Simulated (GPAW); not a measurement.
# Ag (Im-3m) in GPAW: convergence with k mesh

Aim: find how far k mesh must go before the results for Ag settle, at r2SCAN. This setting moves, with any that are tied to it; all else stays.

Program: GPAW 26.7.0. These are calculated values, not measurements. Logs are shortened: lines on timing, memory, paths and dates and some standing lists are left out, and cuts for length are marked. The log counts tension as positive stress, the text compression.

## Step 1: Starting point

It takes space group Im-3m (No. 229, cubic). Conventional cell: a = 3.311 Å, b = 3.311 Å, c = 3.311 Å, α = 90.00°, β = 90.00°, γ = 90.00°. Ag (site symmetry m-3m) is surrounded by 8 Ag at 2.87 Å.

This isn't the form of Ag at room conditions, which is fcc.

## Step 2: With k mesh 3 × 3 × 3

The input, run.py:

```python
from ase import Atoms
from ase.dft.bandgap import bandgap
from ase.io import write
from ase.units import GPa
from gpaw import GPAW, PW

atoms = Atoms(['Ag'],
              cell=[[-1.655654, 1.655654, 1.655654],
                    [1.655654, -1.655654, 1.655654],
                    [1.655654, 1.655654, -1.655654]],
              scaled_positions=[[0.0, 0.0, 0.0]],
              pbc=True)

calc = GPAW(mode=PW(600),
            xc='MGGA_X_R2SCAN+MGGA_C_R2SCAN',
            kpts={'size': (3, 3, 3), 'gamma': True},
            occupations={'name': 'fermi-dirac', 'width': 0.05},
            nbands=18,
            convergence={'density': 1e-05, 'energy': 1e-05},
            maxiter=100,
            txt='gpaw.txt')
atoms.calc = calc
energy = atoms.get_potential_energy()
forces = atoms.get_forces()
stress = atoms.get_stress()
calc.write('gs.gpw')
write('result.traj', atoms)
print(f'Energy: {energy:.6f} eV')
print('Forces (eV/A):')
print(forces.round(4))
print('Stress (GPa):', (stress / GPa).round(3))
print('Fermi level:', round(calc.get_fermi_level(), 4), 'eV')
print(f'Gap: {bandgap(calc)[0]:.4f} eV, direct: {bandgap(calc, direct=True)[0]:.4f} eV')
```

Potentials or basis: GPAW PAW data sets (gpaw-data 1.2.1), pw.

On the command line:

```console
OMP_NUM_THREADS=1 python run.py
```

It took 7.4 s on 1 thread of Arm Neoverse V1, shared host; peak memory 0.21 GiB.

What came out:

```
Free energy            : -16.7715 eV
Pressure               : -7.1 GPa
Band gap on the k mesh : none (metal or under the smearing width)
```

## Step 3: With k mesh 4 × 4 × 4

run.py: that of step 2 with these lines changed.

```diff
@@ -15,3 +15,3 @@
             xc='MGGA_X_R2SCAN+MGGA_C_R2SCAN',
-            kpts={'size': (3, 3, 3), 'gamma': True},
+            kpts={'size': (4, 4, 4), 'gamma': True},
             occupations={'name': 'fermi-dirac', 'width': 0.05},
```

Potentials or basis: GPAW PAW data sets (gpaw-data 1.2.1), pw.

On the command line:

```console
OMP_NUM_THREADS=1 python run.py
```

Run time: 12 s. Hardware: 1 thread of Arm Neoverse V1, shared host; peak memory 0.21 GiB.

What came out:

| Item | Value |
| --- | --- |
| Free energy | -16.1069 eV |
| Pressure | -2.9 GPa |
| Band gap on the k mesh | none (metal or under the smearing width) |

## Step 4: With k mesh 5 × 5 × 5

run.py: that of step 3 with these lines changed.

```diff
@@ -15,3 +15,3 @@
             xc='MGGA_X_R2SCAN+MGGA_C_R2SCAN',
-            kpts={'size': (4, 4, 4), 'gamma': True},
+            kpts={'size': (5, 5, 5), 'gamma': True},
             occupations={'name': 'fermi-dirac', 'width': 0.05},
```

On the command line:

```console
OMP_NUM_THREADS=1 python run.py
```

It took 14 s on 1 thread of Arm Neoverse V1, shared host; peak memory 0.21 GiB.

What came out:

```
Free energy            : -16.4195 eV
Pressure               : -3.8 GPa
Band gap on the k mesh : none (metal or under the smearing width)
```

## Step 5: With k mesh 6 × 6 × 6

run.py: that of step 4 with these lines changed.

```diff
@@ -15,3 +15,3 @@
             xc='MGGA_X_R2SCAN+MGGA_C_R2SCAN',
-            kpts={'size': (5, 5, 5), 'gamma': True},
+            kpts={'size': (6, 6, 6), 'gamma': True},
             occupations={'name': 'fermi-dirac', 'width': 0.05},
```

On the command line:

```console
OMP_NUM_THREADS=1 python run.py
```

Run time: 21 s. Hardware: 1 thread of Arm Neoverse V1, shared host; peak memory 0.22 GiB.

Results (log left out):

* Free energy: -16.3074 eV
* Pressure: -3.0 GPa
* Band gap on the k mesh: none (metal or under the smearing width)

## Step 6: With k mesh 7 × 7 × 7

run.py: that of step 5 with these lines changed.

```diff
@@ -15,3 +15,3 @@
             xc='MGGA_X_R2SCAN+MGGA_C_R2SCAN',
-            kpts={'size': (6, 6, 6), 'gamma': True},
+            kpts={'size': (7, 7, 7), 'gamma': True},
             occupations={'name': 'fermi-dirac', 'width': 0.05},
```

Potentials or basis: GPAW PAW data sets (gpaw-data 1.2.1), pw.

On the command line:

```console
OMP_NUM_THREADS=1 python run.py
```

Wall time 24 s (1 thread of Arm Neoverse V1, shared host); peak memory 0.22 GiB.

Results (log left out):

| Property | Result |
| --- | --- |
| Free energy | -16.4137 eV |
| Pressure | -3.4 GPa |
| Band gap on the k mesh | none (metal or under the smearing width) |

## Step 7: With k mesh 9 × 9 × 9

run.py: that of step 6 with these lines changed.

```diff
@@ -15,3 +15,3 @@
             xc='MGGA_X_R2SCAN+MGGA_C_R2SCAN',
-            kpts={'size': (7, 7, 7), 'gamma': True},
+            kpts={'size': (9, 9, 9), 'gamma': True},
             occupations={'name': 'fermi-dirac', 'width': 0.05},
```

On the command line:

```console
OMP_NUM_THREADS=1 python run.py
```

Run time: 41 s. Hardware: 1 thread of Arm Neoverse V1, shared host; peak memory 0.22 GiB.

Results (log left out):

```yaml
Free_energy: -16.4114 eV
Pressure: -3.4 GPa
Band_gap_on_the_k_mesh: none (metal or under the smearing width)
```

## Step 8: With k mesh 10 × 10 × 10

run.py: that of step 7 with these lines changed.

```diff
@@ -15,3 +15,3 @@
             xc='MGGA_X_R2SCAN+MGGA_C_R2SCAN',
-            kpts={'size': (9, 9, 9), 'gamma': True},
+            kpts={'size': (10, 10, 10), 'gamma': True},
             occupations={'name': 'fermi-dirac', 'width': 0.05},
```

On the command line:

```console
OMP_NUM_THREADS=1 python run.py
```

It took 55 s on 1 thread of Arm Neoverse V1, shared host; peak memory 0.22 GiB.

It converged, with:

| Quantity | Value |
| --- | --- |
| Free energy | -16.3719 eV |
| Pressure | -3.0 GPa |
| Band gap on the k mesh | none (metal or under the smearing width) |

## Step 9: With k mesh 12 × 12 × 12

run.py: that of step 8 with these lines changed.

```diff
@@ -15,3 +15,3 @@
             xc='MGGA_X_R2SCAN+MGGA_C_R2SCAN',
-            kpts={'size': (10, 10, 10), 'gamma': True},
+            kpts={'size': (12, 12, 12), 'gamma': True},
             occupations={'name': 'fermi-dirac', 'width': 0.05},
```

Potentials or basis: GPAW PAW data sets (gpaw-data 1.2.1), pw.

On the command line:

```console
OMP_NUM_THREADS=1 python run.py
```

Wall time 82 s (1 thread of Arm Neoverse V1, shared host); peak memory 0.23 GiB.

Results (log left out):

```yaml
Free_energy: -16.3854 eV
Pressure: -3.0 GPa
Band_gap_on_the_k_mesh: none (metal or under the smearing width)
```

## Step 10: With k mesh 15 × 15 × 15

run.py: that of step 9 with these lines changed.

```diff
@@ -15,3 +15,3 @@
             xc='MGGA_X_R2SCAN+MGGA_C_R2SCAN',
-            kpts={'size': (12, 12, 12), 'gamma': True},
+            kpts={'size': (15, 15, 15), 'gamma': True},
             occupations={'name': 'fermi-dirac', 'width': 0.05},
```

Potentials or basis: GPAW PAW data sets (gpaw-data 1.2.1), pw.

On the command line:

```console
OMP_NUM_THREADS=1 python run.py
```

gpaw.txt:

```text
__  _  _
 | _ |_)|_||  |
 |__||  | ||/\| - 26.7.0

Input parameters:
  mode=PW(ecut=600.0),
  convergence={'density': 1e-05, 'energy': 1e-05},
  kpts=MonkhorstPack(size=(15, 15, 15), gamma=True),
  maxiter=100,
  nbands=18,
  occupations=Occupations(name='fermi-dirac', width=0.05),
  xc=XC(name='MGGA_X_R2SCAN+MGGA_C_R2SCAN')

Diagonalizing LCAO Hamiltonian
Converting LCAO to pw mode

       Ag

Atoms  # Å, Bohr magnetons
|   | symbol |        x |        y |        z |    initial magnetic moments |
|---|--------|----------|----------|----------|-----------------------------|
| 0 |     Ag | 0.000000 | 0.000000 | 0.000000 | ( 0.0000,  0.0000,  0.0000) |

Unit cell  # Å
| periodic |         x |         y |         z |  lengths |     angles |
|----------|-----------|-----------|-----------|----------|------------|
|      yes | -1.655654 |  1.655654 |  1.655654 | 2.867677 | 109.471221 |
|      yes |  1.655654 | -1.655654 |  1.655654 | 2.867677 | 109.471221 |
|      yes |  1.655654 |  1.655654 | -1.655654 | 2.867677 | 109.471221 |

Number of symmetries: 48
Symmetry operations  # r_c * U_cc + t_c -> r_c
|    | kind |            matrix            |
|----|------|------------------------------|
|  0 |  σ   |  1, 1, 1,  0, 0,-1,  0,-1, 0 |
|  1 |  C4  |  1, 1, 1,  0, 0,-1, -1, 0, 0 |
|  2 |  C2  |  1, 1, 1,  0,-1, 0,  0, 0,-1 |
|  3 |  S6  |  1, 1, 1,  0,-1, 0, -1, 0, 0 |
|  4 |  S6  |  1, 1, 1, -1, 0, 0,  0, 0,-1 |
|  5 |  C4  |  1, 1, 1, -1, 0, 0,  0,-1, 0 |
|  6 |  E   |  1, 0, 0,  0, 1, 0,  0, 0, 1 |
|  7 |  σ   |  1, 0, 0,  0, 1, 0, -1,-1,-1 |
|  8 |  σ   |  1, 0, 0,  0, 0, 1,  0, 1, 0 |
|  9 |  C3  |  1, 0, 0,  0, 0, 1, -1,-1,-1 |
| 10 |  C3  |  1, 0, 0, -1,-1,-1,  0, 1, 0 |
| 11 |  σ   |  1, 0, 0, -1,-1,-1,  0, 0, 1 |
| 12 |  σ   |  0, 1, 0,  1, 0, 0,  0, 0, 1 |
| 13 |  C2  |  0, 1, 0,  1, 0, 0, -1,-1,-1 |
| 14 |  C3  |  0, 1, 0,  0, 0, 1,  1, 0, 0 |
| 15 |  S4  |  0, 1, 0,  0, 0, 1, -1,-1,-1 |
| 16 |  S4  |  0, 1, 0, -1,-1,-1,  1, 0, 0 |
| 17 |  C3  |  0, 1, 0, -1,-1,-1,  0, 0, 1 |
| 18 |  C3  |  0, 0, 1,  1, 0, 0,  0, 1, 0 |
| 19 |  S4  |  0, 0, 1,  1, 0, 0, -1,-1,-1 |
| 20 |  σ   |  0, 0, 1,  0, 1, 0,  1, 0, 0 |
| 21 |  C3  |  0, 0, 1,  0, 1, 0, -1,-1,-1 |
| 22 |  C2  |  0, 0, 1, -1,-1,-1,  1, 0, 0 |
| 23 |  S4  |  0, 0, 1, -1,-1,-1,  0, 1, 0 |
| 24 |  C4  |  0, 0,-1,  1, 1, 1,  0,-1, 0 |
[... 117 lines left out ...]
    width: 0.0500  # eV

poisson solver:
  ecut: 4800.0  # eV

xc functional:
  name: MGGA_X_R2SCAN+MGGA_C_R2SCAN with 2 nearest neighbor stencil

convergence criteria:
- Maximum integral of absolute [dens]ity change: 1e-05 electrons / valence electron
- Maximum [total energy] change in last 3 cyles: 1e-05 eV / valence electron
- Maximum integral of absolute [eigenst]ate change: 4e-08 eV^2 / valence electron
maximum number of iterations: 100

SCF iterations
|iter     | |      energy | eigst |  dens |
|---------|-|-------------|-------|-------|
|iter:   1| |  -20.745575 | -0.47 |       |
|iter:   2| |  -16.441355 | -1.77 | -1.31 |
|iter:   3| |  -16.419878 | -3.97 | -1.53 |
|iter:   4| |  -16.394132 | -3.87 | -1.64 |
|iter:   5| |  -16.399543 | -3.81 | -1.96 |
|iter:   6| |  -16.404663 | -3.96 | -2.30 |
|iter:   7| |  -16.401375 | -4.23 | -2.31 |
|iter:   8| |  -16.401165 | -5.57 | -2.74 |
|iter:   9| |  -16.401185 | -6.67 | -3.50 |
|iter:  10| |  -16.401186c| -7.19 | -3.91 |
|iter:  11| |  -16.401186c| -7.48c| -4.97 |
|iter:  12| |  -16.401186c| -8.32c| -5.66c|

Converged in 12 steps
Energy contributions relative to reference atoms: (reference = -144597.826354)

Energy contributions:
  Kinetic:           2.972658
  Coulomb:          -3.691598
  Zero:              0.147169
  External:          0.000000
  Xc:              -15.827834
  Entropy:          -0.003163
  Spinorbit:         0.000000
  ----------------------------
  Free energy:     -16.402767
  Extrapolated:    -16.401186

dipole moment: (-5.139410, -5.139410, -5.139410)  # |e|*Ang

Fermi level: 7.475
Eigenvalues  # (at kpt = [0.000, 0.000, 0.000])
| band index |      eig [eV] | occ [0-2] |
|------------|---------------|-----------|
|          0 |       -49.613 |     2.000 |
|          1 |       -49.613 |     2.000 |
|          2 |       -49.613 |     2.000 |
|          3 |        -0.054 |     2.000 |
|          4 |         2.407 |     2.000 |
|          5 |         2.407 |     2.000 |
[... 10 lines left out ...]
|         16 |        31.779 |     0.000 |
|         17 |        34.788 |     0.000 |

No gap
No difference between direct/indirect transitions

Forces  # eV/Ang
|       x |        y |       z |
|---------|----------|---------|
| 0.00000 | -0.00000 | 0.00000 |  # Ag   0

Stress tensor  # eV/Ang^3
|        x |         y |         z |
|----------|-----------|-----------|
| 0.021454 |  0.000000 |  0.000000 |
| 0.000000 |  0.021454 | -0.000000 |
| 0.000000 | -0.000000 |  0.021454 |

# Writing to gs.gpw (mode='')
```

Run time: 2.2 min. Hardware: 1 thread of Arm Neoverse V1, shared host; peak memory 0.24 GiB.

What came out:

```yaml
Free_energy: -16.4028 eV
Pressure: -3.4 GPa
Band_gap_on_the_k_mesh: none (metal or under the smearing width)
```

## Step 11: Result

```csv
k mesh,"energy less the tightest run, at zero smearing (meV/atom)",pressure (GPa),SCF cycles,CPU time (s),peak memory (GiB)
3 × 3 × 3,-367.13,-7.13,12,7.4,0.21
4 × 4 × 4,309.57,-2.87,12,12,0.21
5 × 5 × 5,-12.34,-3.84,12,14,0.21
6 × 6 × 6,101.92,-2.99,12,21,0.22
7 × 7 × 7,-10.61,-3.38,12,24,0.22
9 × 9 × 9,-8.06,-3.39,12,41,0.22
10 × 10 × 10,32.33,-2.98,12,55,0.22
12 × 12 × 12,17.51,-2.97,12,82,0.23
15 × 15 × 15,0.00,-3.44,12,130,0.24
```

Not settled before the last step: the energy (to 1 meV/atom), the pressure (to 0.1 GPa). Meshes of other sizes hit other points, so gaps and Fermi surfaces needn't settle smoothly. The tightest run that finished is the yardstick and may itself not be fully converged.

Caveats: the PAW data sets were made with another functional, which shifts forces and pressure a little.
